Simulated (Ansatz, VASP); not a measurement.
## One calculation of Ta, two programs

```
Ta
1.0
    -1.67301    1.67301    1.67301
     1.67301   -1.67301    1.67301
     1.67301    1.67301   -1.67301
Ta
1
Direct
  0.00000 0.00000 0.00000
```

Change from the starting cell: volume scaled by 1.04.

Alike in both runs: task single point; functional PBEsol; k mesh 15 × 15 × 15; occupations fermi-dirac, width 0.05 eV; no spin polarisation.

|  | VASP | Ansatz |
| --- | --- | --- |
| version | VASP 6.6.1 | Ansatz 0.2.0 |
| potentials or method | VASP PAW PBE potentials, release 64 (Ta_pv), cutoff 520 eV | all-electron LAPW, scalar-relativistic |

Ansatz gave:

| Quantity | Value |
| --- | --- |
| pressure (GPa) | -11.0 |

Problem. Which values does VASP return?

Solution. Pressure (GPa): -10.9.

Ansatz ran all-electron here, so the differences hold the error of VASP's frozen core and of both bases.

Caveats: the PAW data sets were made with another functional, which shifts forces and pressure a little (VASP). Spin-orbit coupling is left out, which matters for the levels of Ta.
